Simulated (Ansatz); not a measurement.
## CdO (Monteponite): band structure with revPBE

Crystal: CdO (Monteponite).

```
Cd O
1.0
     0.00000    2.34950    2.34950
     2.34950    0.00000    2.34950
     2.34950    2.34950    0.00000
Cd O
1 1
Direct
  0.00000 0.00000 0.00000
  0.50000 0.50000 0.50000
```

| Quantity | Value |
| --- | --- |
| Program | Ansatz 0.2.0 |
| Task | band structure |
| Functional | revPBE |
| Potentials or basis | all-electron LAPW, scalar-relativistic |
| Cutoff | 306 eV (chosen from the basis error) |
| Basis error allowed | 0.001 eV/atom |
| k mesh | 10 × 10 × 10 |
| Occupations | fermi-dirac, width 0.05 eV |
| Spin | no spin polarisation |

```
Pressure                : 9.4 GPa
Band gap along the path : none (metal or under the smearing width)
```

Levels at the corners of the path, in eV from the Fermi level:
```csv
point,band 17,band 18,band 19,band 20,band 21,band 22
Γ,-1.51,-1.51,-1.51,-0.51,14.44,16.92
X,-4.45,-2.46,-2.46,3.84,8.43,11.12
W,-3.13,-3.13,-2.01,5.94,8.82,8.82
K,-3.53,-3.02,-1.42,5.37,8.52,8.53
Γ,-1.51,-1.51,-1.51,-0.51,14.44,16.92
L,-3.96,-0.16,-0.16,4.35,7.23,11.81
U,-3.53,-3.02,-1.42,5.37,8.52,8.53
W,-3.13,-3.13,-2.01,5.94,8.82,8.82
```

It took 10 s on 1 thread of Arm Neoverse V2, with other jobs on the host, peak memory 0.31 GiB.

Caveat: this crystal is a semiconductor, whose small gap the functional closes, so the metal is an error of the method.
